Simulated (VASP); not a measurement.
PtS2, 3 atoms in the cell. Symmetry: Fm-3m, No. 225, cubic system. Conventional cell: a = 5.952 Å, b = 5.952 Å, c = 5.952 Å, α = 90.00°, β = 90.00°, γ = 90.00°. Around Pt (site symmetry m-3m) lie 8 S at 2.58 Å. S (site symmetry -43m) has 4 Pt at 2.58 Å as nearest neighbours. The cell was built by a generator and needn't be a form met in nature.

- Program: VASP 6.6.1
- Task: single point
- Functional: PBE
- Potentials or basis: VASP PAW PBE potentials, release 64 (Pt, S)
- Cutoff: 520 eV
- k mesh: 6 × 6 × 6
- Occupations: fermi-dirac, width 0.02 eV
- Spin: no spin polarisation
- Dipole correction: no
- Further INCAR settings: ALGO = Fast; EDIFF = 1e-06; NBANDS = 18

Potentials or basis: VASP PAW PBE potentials, release 64 (Pt, S).

Run with:

```bash
$ cat potpaw_PBE.64/Pt/POTCAR potpaw_PBE.64/S/POTCAR > POTCAR
$ mpirun -np 1 vasp_std > vasp.out
```

Hardware: 1 thread of AMD EPYC 9R45 96-Core Processor (Zen 5) (shared host).

Q: Estimate the wall time of this run.

A: It took 8.4 s on 1 thread of AMD EPYC 9R45 96-Core Processor (Zen 5) (shared host), peak memory 0.15 GiB. Counts: scf iterations 15, k points 16.
